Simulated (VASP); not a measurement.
# SiC (F-43m) in VASP: settings compared, part 2 of 3

VASP 6.6.1.

**3. Single point, PBEsol**

INCAR reads:

```
SYSTEM = SiC
ALGO     = Normal         ! electronic algorithm
EDIFF    = 1E-6           ! SCF threshold, eV
ENCUT    = 520            ! plane-wave cutoff, eV
GGA      = PS             ! functional
ISIF     = 2              ! what is computed and relaxed
ISMEAR   = 0              ! smearing method
LASPH    = .True.         ! aspherical terms in the spheres
LCHARG   = .False.        ! write CHGCAR
LREAL    = .False.        ! projectors in reciprocal space
LWAVE    = .False.        ! write WAVECAR
NELM     = 80             ! most SCF steps
PREC     = Accurate       ! precision mode
SIGMA    = 0.02           ! smearing width, eV
```

KPOINTS reads:

```
k-points
0
Gamma
  16 16 16
  0 0 0
```

POSCAR reads:

```
SiC
1.0
    0.0000000000      2.1791100000      2.1791100000
    2.1791100000      0.0000000000      2.1791100000
    2.1791100000      2.1791100000      0.0000000000
Si C
1 1
Direct
    0.7500000000      0.7500000000      0.7500000000
    0.0000000000      0.0000000000      0.0000000000
```

Potentials or basis: VASP PAW PBE potentials, release 64 (Si, C).

Launch:

```bash
$ cat potpaw_PBE.64/Si/POTCAR potpaw_PBE.64/C/POTCAR > POTCAR
$ mpirun -np 1 vasp_std > vasp.out
```

OUTCAR:

```text
SYSTEM = SiC
   EDIFF = 1E-6
   ENCUT = 520
   GGA = PS
   ISIF = 2
   ISMEAR = 0
   LASPH = .True.
   LREAL = .False.
   NELM = 80
   PREC = Accurate

 ion  position               nearest neighbor table
   1  0.750  0.750  0.750-   2 1.89   2 1.89   2 1.89   2 1.89
   2  0.000  0.000  0.000-   1 1.89   1 1.89   1 1.89   1 1.89

  LATTYP: Found a face centered cubic cell.
 ALAT       =     4.3582200000

  Lattice vectors:

 A1 = (   0.0000000000,   2.1791100000,   2.1791100000)
 A2 = (   2.1791100000,   0.0000000000,   2.1791100000)
 A3 = (   2.1791100000,   2.1791100000,   0.0000000000)

Analysis of symmetry for initial positions (statically):
=====================================================================
 Subroutine PRICEL returns:
 Original cell was already a primitive cell.

 Routine SETGRP: Setting up the symmetry group for a
 face centered cubic supercell.

 Subroutine GETGRP returns: Found 24 space group operations
 (whereof 24 operations were pure point group operations)
 out of a pool of 48 trial point group operations.

The static configuration has the point symmetry T_d .

Analysis of symmetry for dynamics (positions and initial velocities):
=====================================================================
 Subroutine PRICEL returns:
 Original cell was already a primitive cell.

 Routine SETGRP: Setting up the symmetry group for a
 face centered cubic supercell.

 Subroutine GETGRP returns: Found 24 space group operations
 (whereof 24 operations were pure point group operations)
 out of a pool of 48 trial point group operations.

The dynamic configuration has the point symmetry T_d .

 Subroutine INISYM returns: Found 24 space group operations
 (whereof 24 operations are pure point group operations),
 and found     1 'primitive' translations

----------------------------------------------------------------------------------------

                                     Primitive cell

  volume of cell :      20.6951

  direct lattice vectors                    reciprocal lattice vectors
     0.000000000  2.179110000  2.179110000    -0.229451473  0.229451473  0.229451473
     2.179110000  0.000000000  2.179110000     0.229451473 -0.229451473  0.229451473
     2.179110000  2.179110000  0.000000000     0.229451473  0.229451473 -0.229451473

  length of vectors
     3.081726916  3.081726916  3.081726916     0.397421610  0.397421610  0.397421610

  position of ions in fractional coordinates (direct lattice)
     0.750000000  0.750000000  0.750000000
     0.000000000  0.000000000  0.000000000

  ion indices of the primitive-cell ions
   primitive index   ion index
                 1           1
                 2           2

----------------------------------------------------------------------------------------

 KPOINTS: k-points

Automatic generation of k-mesh.
 Grid dimensions read from file:
 generate k-points for:   16   16   16

 Generating k-lattice:

  Cartesian coordinates                     Fractional coordinates (reciprocal lattice)
    -0.014340717  0.014340717  0.014340717     0.062500000  0.000000000  0.000000000
     0.014340717 -0.014340717  0.014340717     0.000000000  0.062500000  0.000000000
     0.014340717  0.014340717 -0.014340717     0.000000000  0.000000000  0.062500000

  Length of vectors
     0.024838851  0.024838851  0.024838851

  Shift w.r.t. Gamma in fractional coordinates (k-lattice)
     0.000000000  0.000000000  0.000000000

 Subroutine IBZKPT returns following result:
 ===========================================

 Found    145 irreducible k-points:

 Following reciprocal coordinates:
            Coordinates               Weight
  0.000000  0.000000  0.000000      1.000000
  0.062500  0.000000  0.000000      8.000000
  0.125000  0.000000  0.000000      8.000000
  0.187500  0.000000  0.000000      8.000000
  0.250000  0.000000  0.000000      8.000000
  0.312500  0.000000  0.000000      8.000000
[... 16 lines left out ...]
 -0.125000  0.062500  0.000000     24.000000
 -0.062500  0.062500  0.000000     12.000000
 [... further k-points ...]
   k-points           NKPTS =    145   k-points in BZ     NKDIM =    145   number of bands    NBANDS=      8
   number of dos      NEDOS =    301   number of ions     NIONS =      2
   total plane-waves  NPLWV =  13824
   dimension x,y,z NGX =    24 NGY =   24 NGZ =   24
   dimension x,y,z NGXF=    48 NGYF=   48 NGZF=   48
   ions per type =               1   1
   NGX,Y,Z   is equivalent  to a cutoff of  12.95, 12.95, 12.95 a.u.
   NGXF,Y,Z  is equivalent  to a cutoff of  25.89, 25.89, 25.89 a.u.
 SYSTEM =  SiC
   PREC   = accura    normal or accurate (medium, high low for compatibility)
   ISTART =      0    job   : 0-new  1-cont  2-samecut
   ICHARG =      2    charge: 1-file 2-atom 10-const
   ISPIN  =      1    spin polarized calculation?
   LNONCOLLINEAR =      F non collinear calculations
   LSORBIT =      F    spin-orbit coupling
   LASPH  =      T    aspherical Exc in radial PAW
   ENCUT  =  520.0 eV  38.22 Ry    6.18 a.u.   5.73  5.73  5.73*2*pi/ulx,y,z
   NELM   =     80;   NELMIN=  2; NELMDL= -5     # of ELM steps
   EDIFF  = 0.1E-05   stopping-criterion for ELM
   LREAL  =      F    real-space projection
[... 7 lines left out ...]
   TEBEG  =    0.0;   TEEND  =   0.0 temperature during run
   PSTRESS=    0.0 pullay stress
   NELECT =       8.0000    total number of electrons
   NUPDOWN=      -1.0000    fix difference up-down
   EMIN   =  10.00;   EMAX   =-10.00  energy-range for DOS
   EFERMI =   0.00;   METHOD = LEGACY
   ISMEAR =     0;   SIGMA  =   0.02  broadening in eV -4-tet -1-fermi 0-gaus
   EFERMI_NEDOS =   21; number of points for ismear=-14 and -15
   IALGO  =     38    algorithm
   IMIX   =      4    mixing-type and parameters
     AMIX     =   0.40;   BMIX     =  1.00
     AMIX_MAG =   1.60;   BMIX_MAG =  1.00
  volume/ion in A,a.u.               =      10.35        69.83
  Fermi-wavevector in a.u.,A,eV,Ry     =   1.192566  2.253623 19.350384  1.422213
  Thomas-Fermi vector in A             =   2.328601
   LORBIT       =      0    0 simple, 1 ext, 2 COOP (PROOUT), +10 PAW based schemes
   GGA     = PS    functional components
   LHFCALC =     F    Hartree Fock is set to
   AEXX    =    0.0000 exact exchange contribution
   IVDW    =     0    specifies the selected vdW correction
   LEPSILON=     F    determine dielectric tensor
   LRPA    =     F    only Hartree local field effects (RPA)
 non-spin polarized calculation
 Gauss-broadening in eV      SIGMA  =   0.02
  energy-cutoff  :      520.00
  volume of cell :       20.70
 maximum number of plane-waves:       568
   NGX = 11   NGY = 11   NGZ = 11

 number of electron       8.0000001 magnetization

 Free energy of the ion-electron system (eV)
  ---------------------------------------------------
  ext. energy  EPLUGINS =         0.00000000
  ---------------------------------------------------
  free energy    TOTEN  =       -15.91515893 eV

  energy without entropy =      -15.91515893  energy(sigma->0) =      -15.91515893

 E-fermi :   8.2089     XC(G=0): -11.5043

 val. band max:        8.0546149064   @ k =   0.0000   0.0000   0.0000
 cond. band min:       9.2887889493   @ k =   0.5000   0.5000   0.0000
 fundamental gap:      1.2341740429
 Fermi energy:         8.2088885640

 k-point     1 :       0.0000    0.0000    0.0000
  band No.  band energies     occupation
      1      -7.3682      2.00000
      2       8.0546      2.00000
      3       8.0546      2.00000
      4       8.0546      2.00000
      5      14.2401      0.00000
      6      15.2963      0.00000
      7      15.2963      0.00000
      8      15.2963      0.00000

 k-point     2 :       0.0625    0.0000    0.0000
  band No.  band energies     occupation
      1      -7.2915      2.00000
      2       7.6259      2.00000
      3       7.9996      2.00000
      4       7.9996      2.00000
      5      14.4116      0.00000
      6      15.3583      0.00000
      7      15.3996      0.00000
      8      15.3996      0.00000
[... 221 lines left out ...]
 k-point    23 :      -0.1250    0.0625    0.0000
  band No.  band energies     occupation
      1      -6.8852      2.00000
      2       6.0773      2.00000
      3       7.2999      2.00000
      4       7.9485      2.00000
      5      14.6366      0.00000
      6      15.4998      0.00000
      7      15.6049      0.00000
      8      16.4627      0.00000

 k-point    24 :      -0.0625    0.0625    0.0000
  band No.  band energies     occupation
      1      -7.1639      2.00000
      2       7.1399      2.00000
      3       7.6430      2.00000
      4       8.0326      2.00000
      5      14.6181      0.00000
      6      15.2449      0.00000
      7      15.4228      0.00000
      8      15.9176      0.00000

 [... further k-points ...]
[... 5 lines left out ...]
  --------------------------------------------------------------------------------------
  -------------------------------------------------------------------------------------
  Total        0.0182666      0.0182666      0.0182666     -0.0000000      0.0000000      0.0000000
  in kB        1.4141703      1.4141703      1.4141703     -0.0000000      0.0000000      0.0000000
  external PRESSURE =       1.4141703 kB  Pullay stress =       0.0000000 kB

 VOLUME and BASIS-vectors are now :
 -----------------------------------------------------------------------------
  energy-cutoff  :      520.00
  volume of cell :       20.70
      direct lattice vectors                 reciprocal lattice vectors
     0.000000000  2.179110000  2.179110000    -0.229451473  0.229451473  0.229451473
     2.179110000  0.000000000  2.179110000     0.229451473 -0.229451473  0.229451473
     2.179110000  2.179110000  0.000000000     0.229451473  0.229451473 -0.229451473

 POSITION                                       TOTAL-FORCE (eV/Angst)
 -----------------------------------------------------------------------------------
      3.26867      3.26867      3.26867        -0.000000     -0.000000     -0.000000
      0.00000      0.00000      0.00000         0.000000      0.000000      0.000000
 -----------------------------------------------------------------------------------
    total drift:                                0.000000      0.000000      0.000000

  FREE ENERGIE OF THE ION-ELECTRON SYSTEM (eV)
  ---------------------------------------------------
  free  energy   TOTEN  =       -15.9151589333 eV

  energy  without entropy=      -15.9151589333  energy(sigma->0) =      -15.91515893
```

Run time: 17 s. Hardware: 1 thread of AMD EPYC 9R14 (Zen 4), shared host; peak memory 0.11 GiB.

What came out:

```
Free energy            : -15.9152 eV
Pressure               : 0.1 GPa
Band gap on the k mesh : 1.23 eV, indirect (least direct gap 4.44 eV)
```

Caveat: the PAW data sets were made with another functional, which shifts forces and pressure a little.

**4. Single point, PBEsol**

INCAR: that of step 3 with these lines changed.

```diff
@@ -13,2 +13,2 @@
 PREC     = Accurate       ! precision mode
-SIGMA    = 0.02           ! smearing width, eV
+SIGMA    = 0.5            ! smearing width, eV
```

KPOINTS reads:

```
k-points
0
Gamma
  10 10 10
  0 0 0
```

POSCAR is that of step 3.

Potentials or basis: VASP PAW PBE potentials, release 64 (Si, C).

Launch:

```bash
$ cat potpaw_PBE.64/Si/POTCAR potpaw_PBE.64/C/POTCAR > POTCAR
$ mpirun -np 1 vasp_std > vasp.out
```

OUTCAR:

```text
SYSTEM = SiC
   EDIFF = 1E-6
   ENCUT = 520
   GGA = PS
   ISIF = 2
   ISMEAR = 0
   LASPH = .True.
   LREAL = .False.
   NELM = 80
   PREC = Accurate

 ion  position               nearest neighbor table
   1  0.750  0.750  0.750-   2 1.89   2 1.89   2 1.89   2 1.89
   2  0.000  0.000  0.000-   1 1.89   1 1.89   1 1.89   1 1.89

  LATTYP: Found a face centered cubic cell.
 ALAT       =     4.3582200000

  Lattice vectors:

 A1 = (   0.0000000000,   2.1791100000,   2.1791100000)
 A2 = (   2.1791100000,   0.0000000000,   2.1791100000)
 A3 = (   2.1791100000,   2.1791100000,   0.0000000000)

Analysis of symmetry for initial positions (statically):
=====================================================================
 Subroutine PRICEL returns:
 Original cell was already a primitive cell.

 Routine SETGRP: Setting up the symmetry group for a
 face centered cubic supercell.

 Subroutine GETGRP returns: Found 24 space group operations
 (whereof 24 operations were pure point group operations)
 out of a pool of 48 trial point group operations.

The static configuration has the point symmetry T_d .

Analysis of symmetry for dynamics (positions and initial velocities):
[... 166 lines left out ...]

 k-point     1 :       0.0000    0.0000    0.0000
  band No.  band energies     occupation
      1      -7.3685      2.00000
      2       8.0541      1.96661
      3       8.0541      1.96661
      4       8.0541      1.96661
      5      14.2398      0.00000
      6      15.2962      0.00000
      7      15.2962      0.00000
      8      15.2962      0.00000
[... 243 lines left out ...]
 k-point    24 :       0.4000    0.3000    0.0000
  band No.  band energies     occupation
      1      -4.2093      2.00000
      2       2.4683      2.00000
      3       4.8706      2.00000
      4       5.4083      2.00000
      5      10.8110      0.00000
      6      13.5657      0.00000
      7      19.6060      0.00000
      8      19.9159      0.00000

 [... further k-points ...]

------------------------ aborting loop because EDIFF is reached ----------------------------------------

  FORCE on cell =-STRESS in cart. coord.  units (eV):
  Direction    XX          YY          ZZ          XY          YZ          ZX
  --------------------------------------------------------------------------------------
  -------------------------------------------------------------------------------------
  Total        0.0178995      0.0178995      0.0178995      0.0000000      0.0000000     -0.0000000
  in kB        1.3857478      1.3857478      1.3857478      0.0000000      0.0000000     -0.0000000
  external PRESSURE =       1.3857478 kB  Pullay stress =       0.0000000 kB

 VOLUME and BASIS-vectors are now :
 -----------------------------------------------------------------------------
  energy-cutoff  :      520.00
  volume of cell :       20.70
      direct lattice vectors                 reciprocal lattice vectors
     0.000000000  2.179110000  2.179110000    -0.229451473  0.229451473  0.229451473
     2.179110000  0.000000000  2.179110000     0.229451473 -0.229451473  0.229451473
     2.179110000  2.179110000  0.000000000     0.229451473  0.229451473 -0.229451473

 POSITION                                       TOTAL-FORCE (eV/Angst)
 -----------------------------------------------------------------------------------
      3.26867      3.26867      3.26867         0.000000      0.000000      0.000000
      0.00000      0.00000      0.00000        -0.000000     -0.000000     -0.000000
 -----------------------------------------------------------------------------------
    total drift:                                0.000000      0.000000      0.000000

  FREE ENERGIE OF THE ION-ELECTRON SYSTEM (eV)
  ---------------------------------------------------
  free  energy   TOTEN  =       -15.9151533379 eV

  energy  without entropy=      -15.9141485715  energy(sigma->0) =      -15.91465095
```

stdout:

```text
POSCAR found type information on POSCAR SiC
 POSCAR found :  2 types and       2 ions
 scaLAPACK will be used
 -----------------------------------------------------------------------------
|                                                                             |
|                                                                             |
|     You enforced a specific xc type in the INCAR file but a different       |
|     I HOPE YOU KNOW WHAT YOU ARE DOING!                                     |
|                                                                             |
 -----------------------------------------------------------------------------

 LDA part: xc-table for (Slater+PW92), standard interpolation
 POSCAR, INCAR and KPOINTS ok, starting setup
 FFT: planning ... GRIDC
 FFT: planning ... GRID_SOFT
 FFT: planning ... GRID
 WAVECAR not read
 entering main loop
```

It took 7.9 s on 1 thread of AMD EPYC 9R14 (Zen 4), shared host; peak memory 0.1 GiB.

Results:

* Free energy: -15.9152 eV
* Pressure: 0.1 GPa
* Band gap on the k mesh: 1.23 eV, indirect (least direct gap 4.44 eV)

Caveat: the PAW data sets were made with another functional, which shifts forces and pressure a little.

[end of part 2 of 3]
